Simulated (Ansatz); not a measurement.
## Mo in Ansatz: the effect of target pressure

The system is Mo.

```
CELL_PARAMETERS angstrom
-1.58381 1.58381 1.58381
1.58381 -1.58381 1.58381
1.58381 1.58381 -1.58381
ATOMIC_POSITIONS crystal
Mo 0.00000 0.00000 0.00000
```

Alike in all runs:

- Program: Ansatz 0.2.0
- Task: relaxation of cell and atoms
- Functional: PBEsol
- Potentials or basis: all-electron LAPW, scalar-relativistic
- Basis error allowed: 0.001 eV/atom
- k mesh: 12 × 12 × 12
- Occupations: fermi-dirac, width 0.05 eV
- Spin: no spin polarisation

Each run relaxes the cell or the atoms first.

```csv
target pressure,relaxed volume (Å³/atom)
0 GPa,15.32
5 GPa,15.06
10 GPa,?
20 GPa,14.40
30 GPa,14.03
```

Question: What does the run with target pressure 10 GPa give?

Answer: Relaxed volume 14.82 Å³/atom.

Worked out: In Murnaghan's law V^(-B') rises as a straight line in P. The other rows fit best with B' = 4.1, V0 = 15.32 Å³/atom and B0 = 283 GPa, which gives 14.82 Å³/atom at 10 GPa, against the run's 14.82.

Runs at the PBE level aren't shown here.
